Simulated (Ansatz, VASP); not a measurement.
ZnSe in VASP and in Ansatz

```
Zn Se
1.0
     0.00000    2.68362    2.68362
     2.68362    0.00000    2.68362
     2.68362    2.68362    0.00000
Zn Se
1 1
Direct
  0.00000 0.00000 0.00000
  0.50000 0.50000 0.50000
```

Alike in both runs: functional PBE; k mesh 13 × 13 × 13; occupations fermi-dirac, width 0.08 eV; no spin polarisation.

Ansatz relaxed the structure, and its values are those at the end. VASP's run is a single point on that final structure, the one shown.

|  | VASP | Ansatz |
| --- | --- | --- |
| version | VASP 6.6.1 | Ansatz 0.2.0 |
| potentials or method | VASP PAW PBE potentials, release 64 (Zn, Se) | PAW with Ansatz's default frozen-core files, scalar-relativistic |
| plane-wave cutoff (eV) | 520 | 420 |
| valence electrons in the cell | 18 | 28 |

|  | VASP | Ansatz | Ansatz less VASP |
| --- | --- | --- | --- |
| pressure (GPa) | 0.2 | 0.0 | -0.19 |

The two sets of potentials don't hold the same shells in valence.
